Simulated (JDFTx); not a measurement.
## TaN in JDFTx: convergence with cutoff

TaN:

```
CELL_PARAMETERS angstrom
2.73231 0.00000 0.00000
0.00000 2.73231 0.00000
0.00000 0.00000 2.73231
ATOMIC_POSITIONS crystal
Ta 0.00000 0.00000 0.00000
N 0.50000 0.50000 0.50000
```

The cell comes from a database or a generator and needn't be the stable form of this composition.

| Item | Value |
| --- | --- |
| Program | JDFTx 1.7.0 (patched build) |
| Task | convergence study |
| Functional | RPBE |
| Potentials or basis | PseudoDojo-SR-PBE-0.5-standard with smoothed tails |
| Cutoff | 463 eV |
| Density cutoff | 3701 eV |
| k mesh | 10 × 10 × 10 |
| Occupations | fermi-dirac, width 0.05 eV |
| Spin | no spin polarisation |

These are the settings of the first run; the series varies cutoff, with any setting tied to it.

Hardware: 1 thread of Arm Neoverse V2 (shared host).

Q: The values tried are 462.594 eV, 571.439 eV, 680.285 eV, 789.13 eV, 925.187 eV, 1034.03 eV, 1142.88 eV, 1306.15 eV, 1551.05 eV, loosest first. From which on does the energy stay within 1 meV/atom of the tightest run that finished?

A: From 1142.88 eV on.

```
    cutoff  energy less the tightest run, at zero smearing (meV/atom)  pressure (GPa)  SCF cycles  CPU time (s)  peak memory (GiB)
462.594 eV                                                    1500.47          -55.00          10           9.1               0.05
571.439 eV                                                     535.12          -20.96          10            18               0.06
680.285 eV                                                     165.22           -2.55          10            20               0.07
 789.13 eV                                                      44.98            5.47          10            30               0.08
925.187 eV                                                       6.34            9.22          10            33                0.1
1034.03 eV                                                       1.13           10.06          10            36               0.11
1142.88 eV                                                       0.44           10.23          10            37               0.12
1306.15 eV                                                       0.26           10.22          10            61               0.14
1551.05 eV                                                       0.00           10.24          10            68               0.18
```

Against the tightest run, the pressure stays within 0.1 GPa from 1142.88 eV on. The tightest run that finished is the yardstick and may itself not be fully converged.

Caveat, for the tightest run too: the potentials were made for another functional, which shifts forces and pressure. Spin-orbit coupling is left out, which matters for the levels of Ta.
